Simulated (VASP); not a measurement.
From an Ansatz input to VASP: CdS (rocksalt)

Ansatz input

```yaml
crystal:
  lattice:
    - [0.0, 2.7267765445, 2.7267765445]
    - [2.7267765445, 0.0, 2.7267765445]
    - [2.7267765445, 2.7267765445, 0.0]
  atoms:
    - { symbol: Cd, position: [0.0, 0.0, 0.0] }
    - { symbol: S, position: [0.5, 0.5, 0.5] }
kpoints:
  mp_grid: { grid: [8, 8, 8] }
  band_path:
    path:
      - [0.0, 0.0, 0.0]
      - [0.5, 0.0, 0.5]
      - [0.5, 0.25, 0.75]
      - [0.375, 0.375, 0.75]
      - [0.5, 0.5, 0.5]
      - [0.625, 0.25, 0.625]
    npoints: 1
hamiltonian:
  xc: lda
scf:
  occupations: { method: fixed }
  n_extra_bands: 4
output:
  forces: true
  stress: true
  eigenvalues: true
```

Task: Write VASP inputs for this cell and level of theory.

Result: 

INCAR

```
NBANDS = 16
ENCUT = 520
PREC = Accurate
LWAVE = .FALSE.
LASPH = .TRUE.
LCHARG = .FALSE.
SIGMA = 0.01
LREAL = .FALSE.
IBRION = -1
GGA = CA
ISIF = 2
EDIFF = 1E-7
NELM = 120
ISMEAR = 0
NSW = 0
```

KPOINTS

```
KPOINTS created by Atomic Simulation Environment
0
Gamma
8 8 8
0 0 0
```

KPOINTS_OPT

```
special points
6
Reciprocal
0.0000000000 0.0000000000 0.0000000000 1
0.5000000000 0.0000000000 0.5000000000 1
0.5000000000 0.2500000000 0.7500000000 1
0.3750000000 0.3750000000 0.7500000000 1
0.5000000000 0.5000000000 0.5000000000 1
0.6250000000 0.2500000000 0.6250000000 1
```

POSCAR

```
Cd S
 1.0000000000000000
     0.0000000000000000    2.7267765444985561    2.7267765444985561
     2.7267765444985561    0.0000000000000000    2.7267765444985561
     2.7267765444985561    2.7267765444985561    0.0000000000000000
 Cd  S
   1   1
Cartesian
  0.0000000000000000  0.0000000000000000  0.0000000000000000
  2.7267765444985561  2.7267765444985561  2.7267765444985561
```

VASP ran with the recommended LDA PAW datasets (18 valence electrons in the cell). Other inputs would serve too.

```csv
,Ansatz,VASP
gap between bands v and c,-0.03 eV (bands overlap: a metal),0.00 eV
least direct gap,1.50 eV,1.51 eV
pressure,-5.1 GPa,-4.5 GPa
```

Datasets and cutoffs are each program's own. VASP's cell holds 18 valence electrons and Ansatz's 26. LDA means the Perdew–Zunger form with relativistic exchange in VASP and the Perdew–Wang form in Ansatz. Ansatz's stress includes a Pulay correction; VASP's doesn't.
